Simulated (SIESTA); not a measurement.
Crystal: Co.

```
Co
1.0
     2.47200    0.00000    0.00000
    -1.23600    2.14081    0.00000
     0.00000    0.00000    4.02114
Co
2
Direct
  0.66667 0.33333 0.75000
  0.33333 0.66667 0.25000
```

Base run:

- Program: SIESTA 5.4.2
- Functional: PBEsol
- Potentials or basis: PseudoDojo 0.4 standard (PBEsol files)
- Basis: DZP (energy shift 0.003 Ry; two zetas on semicore shells)
- Grid cutoff: 800 Ry
- Energy shift: 0.003 Ry
- k mesh: 12 × 12 × 7
- Occupations: fermi-dirac, width 0.05 eV
- Spin: collinear spin, ferromagnetic start
- Starting moments: [2.0, 2.0] μB

Its results: band gap on the k mesh none (metal or under the smearing width); pressure -5.2 GPa; net moment 3.19 μB per cell; site moments Co +1.60 μB.

Problem. The run is repeated on the same cell with these changes: functional from PBEsol to LDA; potentials or basis from PseudoDojo 0.4 standard (PBEsol files) to PseudoDojo 0.4 standard (LDA files). What comes out?

Solution. Band gap on the k mesh none (metal or under the smearing width); pressure -14.7 GPa; net moment 3.04 μB per cell; site moments Co +1.52 μB.

Caveats: short orbitals over semicore shells can move pressures by several GPa; the basis of atomic orbitals isn't converged, which shifts pressures, moduli and gaps.
